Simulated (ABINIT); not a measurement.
# Pb in ABINIT: notebook

Aim: see how the results for Pb move with the level of theory and the settings. Levels: PBE+D3, PBEsol. Tasks: relaxation of the atoms, single point.

All numbers are computed with ABINIT 10.8.3 (patched build); they aren't measurements. Logs are shortened: lines on timing, memory, paths and dates and some standing lists are left out, and cuts for length are marked. The log counts tension as positive stress, the text compression.

**1. Starting point**

The cell holds a slab with vacuum, 4 atoms: a = 3.480 Å, b = 3.480 Å, c = 23.385 Å, α = 90.00°, β = 90.00°, γ = 120.00°.

**2. Relaxation of the atoms, PBE+D3**

run.abi

```
pp_dirpath "./"
pseudos "Pb.GGA_PBE-JTH.xml"

acell 6.5762482187 6.5762482187 44.1912454244
rprim
     1.0000000000     0.0000000000     0.0000000000
    -0.5000000000     0.8660254038     0.0000000000
     0.0000000000     0.0000000000     1.0000000000
ntypat 1
znucl 82
natom 4
typat 1 1 1 1
xcart
     1.7400003453     1.0045896679     7.5000000000
     0.0000000000     2.0091793353    10.2950000000
     1.7400003453     1.0045896679    13.0900000000
     0.0000000000     2.0091793353    15.8850000000 Angstrom
chkprim 0
chksymtnons 0
tolsym 1.0e-6

ecut 598.650497 eV
pawecutdg 44.0
pawxcdev 0

kptopt 1
ngkpt 9 9 1
nshiftk 1
shiftk 0.0 0.0 0.0

ixc 11
vdw_xc 6

nband 34
occopt 3
tsmear 0.05 eV

nstep 120
tolvrs 1.0e-9
iprcel 45

iomode 3
prtwf 0
prtden 0
prteig 0
prtebands 0
prtvol 2

ionmov 3
ntime 60
tolmxf 0.0001
```

Potentials or basis: JTH PAW PBE v2.0.

On the command line:

```
> mpirun --bind-to none -np 4 abinit run.abi > log 2>&1
```

run.abo:

```text
.Version 10.8.3 of ABINIT
 Symmetries : space group P-3 m 1 (#164); Bravais hP (primitive hexag.)
================================================================================
 Values of the parameters that define the memory need of the present run
     intxc =       0    ionmov =       3      iscf =      17    lmnmax =      18
     lnmax =       6     mgfft =     192  mpssoang =       3    mqgrid =   13196
     natom =       4  nloc_mem =       2    nspden =       1   nspinor =       1
    nsppol =       1      nsym =      12    n1xccc =       1    ntypat =       1
    occopt =       3   xclevel =       2
       mpw =        8188          nfft =      172800          nkpt =          12
Pmy_natom=         1
 PAW method is used; the additional fine FFT grid is defined by:
   mgfftf=       270    nfftf =    432000
 For the susceptibility and dielectric matrices, or tddft :
   mgfft =       120  nbnd_in_blk=     6    nfft =     38880     npw =       257
================================================================================
================================================================================

--------------------------------------------------------------------------------
------------- Echo of variables that govern the present computation ------------
--------------------------------------------------------------------------------
 -outvars: echo values of preprocessed input variables --------
            acell      6.5762482187E+00  6.5762482187E+00  4.4191245424E+01 Bohr
              amu      2.07200000E+02
          chkprim           0
      chksymtnons           0
           diemix      1.00000000E+00
             ecut      2.20000000E+01 Hartree
           ionmov           3
           iprcel          45
              ixc          11
         kptrlatt        9    0    0      0    9    0      0    0    1
          kptrlen      5.91862340E+01
            natom           4
            nband          34
            ngfft          30      30     192
          ngfftdg          40      40     270
             nkpt          12
            nstep         120
             nsym          12
            ntime          60
           ntypat           1
           occopt           3
        pawecutdg      4.40000000E+01 Hartree
         pawxcdev           0
           prtden           0
        prtebands           0
           prteig           0
           prtvol           2
            prtwf           0
            rprim      1.0000000000E+00  0.0000000000E+00  0.0000000000E+00
                      -5.0000000000E-01  8.6602540380E-01  0.0000000000E+00
                       0.0000000000E+00  0.0000000000E+00  1.0000000000E+00
          spgroup         164
           tolmxf      1.00000000E-04
           tolsym      1.00000000E-06
           tolvrs      1.00000000E-09
           tsmear      1.83746611E-03 Hartree
            typat      1  1  1  1
           useylm           1
           vdw_xc           6
           xangst      1.7400003447E+00  1.0045896681E+00  7.5000000000E+00
                       5.9584557565E-10  2.0091793351E+00  1.0295000000E+01
                       1.7400003447E+00  1.0045896681E+00  1.3090000000E+01
                       5.9584557565E-10  2.0091793351E+00  1.5885000000E+01
            xcart      3.2881241105E+00  1.8983993416E+00  1.4172945944E+01
                       1.1259849513E-09  3.7967986812E+00  1.9454730466E+01
                       3.2881241105E+00  1.8983993416E+00  2.4736514988E+01
                       1.1259849513E-09  3.7967986812E+00  3.0018299510E+01
             xred      6.6666666700E-01  3.3333333366E-01  3.2071840945E-01
                       3.3333333367E-01  6.6666666699E-01  4.4023947004E-01
                       6.6666666700E-01  3.3333333366E-01  5.5976053063E-01
                       3.3333333367E-01  6.6666666699E-01  6.7928159122E-01
            znucl       82.00000

================================================================================

 chkinp: Checking input parameters for consistency.

================================================================================
== DATASET  1 ==================================================================

--- !DatasetInfo
iteration_state: {dtset: 1, }
[... 1259 lines left out ...]
 cartesian forces (hartree/bohr) at end:
    1      0.00000000000000    -0.00000000000000     0.00003492745470
    2      0.00000000000000     0.00000000000000     0.00005405237795
    3     -0.00000000000000    -0.00000000000000    -0.00005405237795
    4     -0.00000000000000     0.00000000000000    -0.00003492745470
 frms,max,avg= 2.6272884E-05 5.4052378E-05   0.000E+00  0.000E+00  0.000E+00 h/b

 cartesian forces (eV/Angstrom) at end:
    1      0.00000000000000    -0.00000000000000     0.00179604193357
    2      0.00000000000000     0.00000000000000     0.00277948502790
    3     -0.00000000000000    -0.00000000000000    -0.00277948502790
    4     -0.00000000000000     0.00000000000000    -0.00179604193357
 frms,max,avg= 1.3510060E-03 2.7794850E-03   0.000E+00  0.000E+00  0.000E+00 e/A
 length scales=  6.576248218700  6.576248218700 44.191245424400 bohr
              =  3.480000688217  3.480000688217 23.384999984149 angstroms
 Fermi (or HOMO) energy (hartree) =   0.06144   Average Vxc (hartree)=  -0.19402
 Eigenvalues (hartree) for nkpt=  12  k points:
 kpt#   1, nband= 34, wtk=  0.01235, kpt=  0.0000  0.0000  0.0000 (reduced coord)
  -0.56459   -0.56453   -0.56286   -0.56281   -0.56281   -0.56268   -0.56265   -0.56265
  -0.56203   -0.56203   -0.56153   -0.56153   -0.55839   -0.55839   -0.55735   -0.55735
  -0.55434   -0.55434   -0.55334   -0.55334   -0.36121   -0.34384   -0.29162   -0.25555
  -0.06304    0.00469    0.10290    0.17181    0.19205    0.23915    0.24702    0.28199
   0.28199    0.29560
      occupation numbers for kpt#   1
   2.00000    2.00000    2.00000    2.00000    2.00000    2.00000    2.00000    2.00000
   2.00000    2.00000    2.00000    2.00000    2.00000    2.00000    2.00000    2.00000
   2.00000    2.00000    2.00000    2.00000    2.00000    2.00000    2.00000    2.00000
   2.00000    2.00000    0.00000    0.00000    0.00000    0.00000    0.00000    0.00000
   0.00000    0.00000
 kpt#   2, nband= 34, wtk=  0.07407, kpt=  0.1111  0.0000  0.0000 (reduced coord)
  -0.56443   -0.56439   -0.56309   -0.56291   -0.56261   -0.56200   -0.56184   -0.56169
  -0.56167   -0.56115   -0.56110   -0.56064   -0.55887   -0.55848   -0.55767   -0.55735
  -0.55482   -0.55433   -0.55402   -0.55326   -0.35332   -0.33598   -0.28437   -0.24905
  -0.05429    0.01209    0.10734    0.17703    0.19808    0.20490    0.22387    0.24085
[... 112 lines left out ...]
   2.00000    2.00000    2.00000    2.00000    2.00000    2.00000    2.00000    2.00000
   2.00000    2.00000    2.00000    2.00000    1.99973    1.99408    0.00002    0.00000
   0.00000    0.00000
 kpt#  12, nband= 34, wtk=  0.02469, kpt=  0.3333  0.3333  0.0000 (reduced coord)
  -0.56498   -0.56340   -0.56340   -0.56331   -0.56209   -0.56209   -0.55878   -0.55878
  -0.55852   -0.55840   -0.55794   -0.55794   -0.55722   -0.55663   -0.55632   -0.55446
  -0.55437   -0.55437   -0.55321   -0.55321   -0.19766   -0.19766   -0.19230   -0.19230
  -0.02782   -0.00963   -0.00963   -0.00796    0.02472    0.02472    0.03979    0.07299
   0.13527    0.13527
      occupation numbers for kpt#  12
   2.00000    2.00000    2.00000    2.00000    2.00000    2.00000    2.00000    2.00000
   2.00000    2.00000    2.00000    2.00000    2.00000    2.00000    2.00000    2.00000
   2.00000    2.00000    2.00000    2.00000    2.00000    2.00000    2.00000    2.00000
   2.00000    2.00000    2.00000    2.00000    2.00000    2.00000    1.99998    0.00371
   0.00000    0.00000
 Total charge density [el/Bohr^3]
)     Maximum=    1.9408E+00  at reduced coord.    0.6750    0.3500    0.3185
)Next maximum=    1.9408E+00  at reduced coord.    0.6750    0.3250    0.3185
)     Minimum=    0.0000E+00  at reduced coord.    0.0000    0.0000    0.0000
)Next minimum=    0.0000E+00  at reduced coord.    0.0250    0.0000    0.0000
   Integrated=    5.6000E+01

--- !EnergyTerms
iteration_state     : {dtset: 1, itime: 10, icycle: 1, }
comment             : Components of total free energy in Hartree
kinetic             :  2.00341731306105E+01
hartree             :  5.89573667555281E+02
xc                  : -1.00551841369649E+01
Ewald energy        :  3.42223024407056E+02
psp_core            :  3.18656716506209E+00
local_psp           : -1.27909582209178E+03
PAW spherical_terms :  8.93305563241021E+01
VdWaals_dft_d       : -2.58804811422193E-02
internal            : -2.44828898127774E+02
'-kT*entropy'       : -3.58155717719292E-04
total_energy        : -2.44829256283492E+02
total_energy_eV     : -6.66214345704638E+03
...

--- !EnergyTermsDC
iteration_state     : {dtset: 1, itime: 10, icycle: 1, }
comment             : '"Double-counting" decomposition of free energy'
band_energy         : -2.43068402991504E+01
Ewald energy        :  3.42223024407056E+02
psp_core            :  3.18656716506209E+00
xc_dc               : -5.88843649065153E+02
PAW spherical_terms :  2.29378586402950E+01
VdWaals_dft_d       : -2.58804811422193E-02
internal            : -2.44828919633033E+02
'-kT*entropy'       : -3.58155717719292E-04
total_energy_dc     : -2.44829277788751E+02
total_energy_dc_eV  : -6.66214404223427E+03
...

--- !EnergyTermsWithPAWCore
iteration_state     : {dtset: 1, itime: 10, icycle: 1, }
comment             : 'Components of total free energy, including PAW core contributions'
Total energy        : -8.35281636251984E+04
Total energy DC     : -8.35281636467037E+04
Total energy (eV)   : -2.27291712282277E+06
Total energy DC (eV): -2.27291712340796E+06
...

 rms coord change=  2.4292E-03   atom, delta coord (reduced):
     1       -0.000000000000      0.000000000000     -0.003196863841
     2        0.000000000000      0.000000000000     -0.005018693795
     3       -0.000000000000      0.000000000000      0.005018693795
     4        0.000000000000      0.000000000000      0.003196863841

 Cartesian components of stress tensor (hartree/bohr^3)
  sigma(1 1)= -5.01970992E-06  sigma(3 2)=  0.00000000E+00
  sigma(2 2)= -5.01970999E-06  sigma(3 1)=  0.00000000E+00
  sigma(3 3)=  8.42233353E-07  sigma(2 1)=  0.00000000E+00

-Cartesian components of stress tensor (GPa)         [Pressure=  9.0197E-02 GPa]
- sigma(1 1)= -1.47684965E-01  sigma(3 2)=  0.00000000E+00
- sigma(2 2)= -1.47684967E-01  sigma(3 1)=  0.00000000E+00
- sigma(3 3)=  2.47793607E-02  sigma(2 1)=  0.00000000E+00

== END DATASET(S) ==============================================================
================================================================================

 -outvars: echo values of variables after computation  --------
            acell      6.5762482187E+00  6.5762482187E+00  4.4191245424E+01 Bohr
           etotal     -2.4482927779E+02
            fcart      8.1890011861E-29 -2.3639610196E-29  3.4927454700E-05
                       4.0945005931E-29  4.7279220391E-29  5.4052377946E-05
                      -8.1890011861E-29 -2.1275649176E-28 -5.4052377946E-05
                      -4.0945005931E-29  1.8911688156E-28 -3.4927454700E-05
            rprim      1.0000000000E+00  0.0000000000E+00  0.0000000000E+00
                      -5.0000000000E-01  8.6602540380E-01  0.0000000000E+00
                       0.0000000000E+00  0.0000000000E+00  1.0000000000E+00
           strten     -5.0197099227E-06 -5.0197099917E-06  8.4223335272E-07
                       0.0000000000E+00  0.0000000000E+00  0.0000000000E+00
           xangst      1.7400003447E+00  1.0045896681E+00  7.4252413391E+00
                       5.9584557565E-10  2.0091793351E+00  1.0177637846E+01
                       1.7400003447E+00  1.0045896681E+00  1.3207362154E+01
                       5.9584557565E-10  2.0091793351E+00  1.5959758661E+01
             xred      6.6666666700E-01  3.3333333366E-01  3.1752154561E-01
                       3.3333333367E-01  6.6666666699E-01  4.3522077625E-01
                       6.6666666700E-01  3.3333333366E-01  5.6477922443E-01
                       3.3333333367E-01  6.6666666699E-01  6.8247845506E-01
 Calculation completed.
```

Wall time 16 min (4 MPI ranks of AMD EPYC 9R45 (Zen 5), shared host); peak memory 0.96 GiB.

Results:

* Free energy: -6662.1440 eV
* Energy gained by relaxing: 9.0 meV/atom
* Ionic steps: 10
* Band gap on the k mesh: none (metal or under the smearing width)
* Valence electrons inside the program's atomic spheres: Pb 11.37, 11.39 (radii [1.2714] Å)

Forces in eV/Å, atoms in the order of the input:
```
Pb   0.000  0.000  0.002
Pb   0.000  0.000  0.003
Pb   0.000  0.000 -0.003
Pb   0.000  0.000 -0.002
```

The path:
```tsv
step	energy change (eV)	largest force (eV/Å)	pressure (GPa)
1	0.0000	0.3691	0.32
2	-0.0027	0.3480	0.34
3	-0.0260	0.0919	0.40
4	-0.0267	0.1139	0.44
5	-0.0271	0.1164	0.42
6	-0.0298	0.1154	0.40
7	-0.0335	0.0769	0.26
8	-0.0349	0.0548	0.16
9	-0.0357	0.0181	0.10
10	-0.0358	0.0028	0.09
```

Final structure:
```cif
data_structure
_symmetry_space_group_name_H-M 'P 1'
_symmetry_Int_Tables_number 1
_cell_length_a 3.4800
_cell_length_b 3.4800
_cell_length_c 23.3850
_cell_angle_alpha 90.000
_cell_angle_beta 90.000
_cell_angle_gamma 120.000
_cell_volume 245.26
loop_
_atom_site_label
_atom_site_type_symbol
_atom_site_fract_x
_atom_site_fract_y
_atom_site_fract_z
_atom_site_occupancy
Pb1 Pb 0.66667 0.33333 0.31752 1
Pb2 Pb 0.33333 0.66667 0.43522 1
Pb3 Pb 0.66667 0.33333 0.56478 1
Pb4 Pb 0.33333 0.66667 0.68248 1
```

Levels at points of the mesh, in eV from the Fermi level:
```tsv
k point	band 25	band 26	band 27	band 28	band 29	band 30	band 31	band 32
(0.00, 0.00, 0.00)	-3.39	-1.54	1.13	3.00	3.55	4.84	5.05	6.00
```

The run has no spin-orbit coupling, so splittings on Pb are missing.

**3. Single point, PBEsol**

run.abi

```
# Pseudopotentials
pp_dirpath "./"
pseudos "Pb.GGA_PBE-JTH.xml"

# Structure
acell 3.4800006906 3.4800006906 23.385 Angstrom
rprim
     1.0000000000     0.0000000000     0.0000000000
    -0.5000000000     0.8660254038     0.0000000000
     0.0000000000     0.0000000000     1.0000000000
ntypat 1
znucl 82
natom 4
typat 1 1 1 1
xred
     0.6666666667     0.3333333334     0.3207184092
     0.3333333333     0.6666666666     0.4402394697
     0.6666666667     0.3333333334     0.5597605303
     0.3333333333     0.6666666666     0.6792815908
chkprim 0
chksymtnons 0
tolsym 1.0e-6

# Plane-wave basis
ecut 22.0
pawecutdg 44.0
pawxcdev 0

# k points
kptopt 1
ngkpt 9 9 1
nshiftk 1
shiftk 0.0 0.0 0.0

# Exchange and correlation
ixc -116133

# Bands and occupations
nband 34
occopt 3
tsmear 0.00183747

# SCF cycle
nstep 120
tolvrs 1.0e-9
iprcel 45

# Output
iomode 3
prtwf 0
prtden 0
prteig 0
prtebands 0
```

Potentials or basis: JTH PAW PBE v2.0.

On the command line:

```
> mpirun --bind-to none -np 4 abinit run.abi > log 2>&1
```

run.abo:

```text
.Version 10.8.3 of ABINIT
 Symmetries : space group P-3 m 1 (#164); Bravais hP (primitive hexag.)
================================================================================
 Values of the parameters that define the memory need of the present run
     intxc =       0    ionmov =       0      iscf =      17    lmnmax =      18
     lnmax =       6     mgfft =     192  mpssoang =       3    mqgrid =   13196
     natom =       4  nloc_mem =       2    nspden =       1   nspinor =       1
    nsppol =       1      nsym =      12    n1xccc =       1    ntypat =       1
    occopt =       3   xclevel =       2
       mpw =        8188          nfft =      172800          nkpt =          12
Pmy_natom=         1
 PAW method is used; the additional fine FFT grid is defined by:
   mgfftf=       270    nfftf =    432000
 For the susceptibility and dielectric matrices, or tddft :
   mgfft =       120  nbnd_in_blk=     6    nfft =     38880     npw =       257
================================================================================
================================================================================

[... 278 lines left out ...]

 -outvars: echo values of variables after computation  --------
            acell      6.5762482232E+00  6.5762482232E+00  4.4191245454E+01 Bohr
           etotal     -2.4494422509E+02
            fcart     -6.1417508854E-29 -2.9549512724E-28  3.3746020537E-03
                      -6.1417508854E-29  1.3001785599E-28 -7.7779292181E-03
                       1.0236251476E-28  3.5459415269E-29  7.7779292181E-03
                       2.0472502951E-29  1.3001785599E-28 -3.3746020537E-03
            rprim      1.0000000000E+00  0.0000000000E+00  0.0000000000E+00
                      -5.0000000000E-01  8.6602540380E-01  0.0000000000E+00
                       0.0000000000E+00  0.0000000000E+00  1.0000000000E+00
           strten      1.9539670361E-05  1.9539670291E-05  7.4745058905E-06
                       0.0000000000E+00  0.0000000000E+00  0.0000000000E+00
           xangst      1.7400003453E+00  1.0045896678E+00  7.4999999991E+00
                      -1.0090386663E-16  2.0091793355E+00  1.0294999999E+01
                       1.7400003453E+00  1.0045896678E+00  1.3090000001E+01
                      -1.0090386663E-16  2.0091793355E+00  1.5885000001E+01
             xred      6.6666666667E-01  3.3333333333E-01  3.2071840920E-01
                       3.3333333333E-01  6.6666666667E-01  4.4023946970E-01
                       6.6666666667E-01  3.3333333333E-01  5.5976053030E-01
                       3.3333333333E-01  6.6666666667E-01  6.7928159080E-01
 Calculation completed.
```

Run time: 96 s. Hardware: 4 MPI ranks of AMD EPYC 9R45 (Zen 5), shared host; peak memory 0.92 GiB.

What came out:

| Property | Result |
| --- | --- |
| Free energy | -6665.2719 eV |
| Largest force | 0.400 eV/Å |
| Band gap on the k mesh | none (metal or under the smearing width) |
| Valence electrons inside the program's atomic spheres | Pb 11.37, 11.40 (radii [1.2714] Å) |

Forces in eV/Å, atoms in the order of the input:
```
Pb   0.000  0.000  0.174
Pb   0.000  0.000 -0.400
Pb   0.000  0.000  0.400
Pb   0.000  0.000 -0.174
```

Caveat: the PAW data sets were made with another functional, which shifts forces and pressure a little. Spin-orbit coupling is left out, which matters for the levels of Pb.
